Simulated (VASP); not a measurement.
A run of VASP 6.6.1 is set up as follows.

File INCAR:

```
PREC = Accurate
ENCUT = 600
EDIFF = 1E-7
ISMEAR = 1
SIGMA = 0.1
LREAL = F
LASPH = T
NELM = 80
ALGO = Normal
ISIF = 4
LWAVE = F
LCHARG = F
METAGGA = R2SCAN
LMIXTAU = T
IBRION = 2
NSW = 40
EDIFFG = -0.01
```

Contents of KPOINTS:

```
regular mesh
0
Gamma
  15 15 11
```

POSCAR

```
MoP                                     
1.0
    3.2150185597      0.0000000000      0.0000000000
   -1.6075092798      2.7842877464     -0.0000000000
    0.0000000000      0.0000000000      3.1603709035
  Mo              P             
     1     1
Direct
     0.0000000000000000    0.0000000000000000    0.0000000000000000
     0.3333333332999970    0.6666666667000030    0.5000000000000000
```

Potentials or basis: VASP PAW PBE potentials, release 64 (Mo_sv, P).

Run with:

```sh
$ cat potpaw_PBE.64/Mo_sv/POTCAR potpaw_PBE.64/P/POTCAR > POTCAR
$ mpirun -np 1 vasp_std > vasp.out
```

(1) What does it give for the band gap on the k mesh?

(2) Predict the energy gained by relaxing.

Answers

(1) none (metal or under the smearing width).

(2) 0.1 meV/atom.
